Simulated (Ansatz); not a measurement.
A 2-atom cell of AlAs started from a crystallographic database was put through Ansatz (plane waves). The input holds the cell as the database lists it.

Starting structure:
```cif
data_structure
_symmetry_space_group_name_H-M 'P 1'
_symmetry_Int_Tables_number 1
_cell_length_a 4.0028
_cell_length_b 4.0028
_cell_length_c 4.0028
_cell_angle_alpha 60.000
_cell_angle_beta 60.000
_cell_angle_gamma 60.000
_cell_volume 45.35
loop_
_atom_site_label
_atom_site_type_symbol
_atom_site_fract_x
_atom_site_fract_y
_atom_site_fract_z
_atom_site_occupancy
Al1 Al 0.00000 0.00000 0.00000 1
As1 As 0.25000 0.25000 0.25000 1
```

The log, with set-up remarks and timings taken out:
```
Pseudopotential: Al, paw, valence charge 3, recommended cutoff 420 eV (normal)
Pseudopotential: As, paw, valence charge 15, recommended cutoff 420 eV (normal)
Functional definition: PBE
Crystal: 2 atoms, lattice volume = 45.350 Å³
Basis set: ecut = 420 eV, 893 PW (Γ)
Bands: 13, of which v1, the nominal top of the filled ones, is band 9 counted from 1 (8 counted from 0)
Symmetry: 24 space group operations
Space group: F-43m (ITA 216)
k-points: 29 of 512 (time reversal used)
preconditioner: auto → none  [insulator: Δε(μ)=1.420 eV  σ=0.020 eV  ℏωp=15.6 eV]
relax step 1: F+E_penalty+E_count = -5394.60158571 eV  P = +2.587 GPa  Ω = 45.350 Å³
relax step 2: F+E_penalty+E_count = -5394.61390894 eV  P = +0.335 GPa  Ω = 46.757 Å³
relax step 3: F+E_penalty+E_count = -5394.61410931 eV  P = +0.019 GPa  Ω = 46.974 Å³
relax step 4: F+E_penalty+E_count = -5394.61444365 eV  P = +0.029 GPa  Ω = 46.974 Å³  (SCF on a basis re-selected at this cell)
SCF converged after 5 iterations
Free energy (F): -5394.614444 eV
Fermi energy:    6.739697 eV
--- Stress (GPa, compression-positive) ---
        0.028682       0.000000       0.000000
        0.000000       0.028682       0.000000
        0.000000       0.000000       0.028682
  P = ⅓ Tr σ = 0.0287 GPa (0.287 kbar)
--- Relaxed structure (3 steps of the walk, 3 accepted, 1 SCFs on fresh bases) ---
  F+E_penalty+E_count = -5394.61444365 eV
  cell:  # Å, volume = 46.9744 Å³
    - [0.000000, 2.863807, 2.863807]
    - [2.863807, 0.000000, 2.863807]
    - [2.863807, 2.863807, 0.000000]
  atoms:
    - { symbol: Al, position: [0.000000, 0.000000, 0.000000] }
    - { symbol: As, position: [0.250000, 0.250000, 0.250000] }
```

**Question.** What input produced it? Give the YAML.

**Answer.**
```yaml
crystal:
  # lattice and atoms as above
kpoints:
  mp_grid: { grid: [8, 8, 8] }
hamiltonian:
  xc: pbe
scf:
  occupations: { method: fermi_dirac, width: 0.02 }
relax:
  f_tol: 0.005
  cell: {}
```
The relax steps with a changing cell volume need the relax block with cell. Keys that only write grids to files are left aside. Keys that aren't typed take their defaults; thresholds and the kind of smearing can't be read off these lines.

Run as `ansatz run input.yaml --threads 2 --pin off --max-ram 2211MiB --backend cpu --events-out ev --progress --plain --runs-dir out`.

(Simulation; spin polarisation is off.)
